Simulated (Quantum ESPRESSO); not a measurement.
# NbP under changes of volume

One of the cells (16.103 Å³/atom); the others are scaled copies at fixed shape and fractional positions:

```
Nb P
1.0
    -1.67492    1.67492    5.74011
     1.67492   -1.67492    5.74011
     1.67492    1.67492   -5.74011
Nb P
2 2
Cartesian
  1.6749 0.0000 2.8687
  0.0000 0.0000 5.7387
  0.0000 1.6749 3.8200
  0.0000 0.0000 0.9500
```

The cell is a database's computed one.

| Item | Value |
| --- | --- |
| Program | Quantum ESPRESSO 7.5 |
| Functional | r2SCAN |
| Potentials or basis | SG15 PBE 1.2 |
| Cutoff | 952 eV |
| Density cutoff | 3810 eV |
| k mesh | 4 × 4 × 4 |
| Occupations | fermi-dirac, width 0.05 eV |
| Spin | no spin polarisation |

| volume (Å³/atom) | energy over the lowest point (meV/atom) | pressure (GPa) |
| --- | --- | --- |
| 15.137 | 31.94 | 12.0 |
| 15.459 | 12.14 | 7.1 |
| 15.781 | 1.80 | 2.6 |
| 16.103 | 0.00 | -1.4 |
| 16.425 | ? | ? |
| 16.747 | 18.74 | -8.3 |
| 17.069 | 37.76 | -11.2 |

**Question.** What does the run at 16.425 Å³/atom give?

**Answer.** Energy over the lowest point 5.94 meV/atom; pressure -5.0 GPa.

Worked out: A Birch-Murnaghan fit of order 3 (a polynomial in V^(-2/3)) to the other rows has its minimum at 16.01 Å³/atom with B0 = V·E''(V) = 196 GPa and B' = 4.2 at fixed shape and positions, which overstates the stiffness. It gives 5.91 meV/atom at 16.425 Å³/atom, against the run's 5.94, and -dE/dV = -4.7 GPa, against -5.0.

Energies are extrapolated to zero smearing.

Caveats: all runs use coarse meshes; the potentials were made for another functional, which shifts forces and pressure.
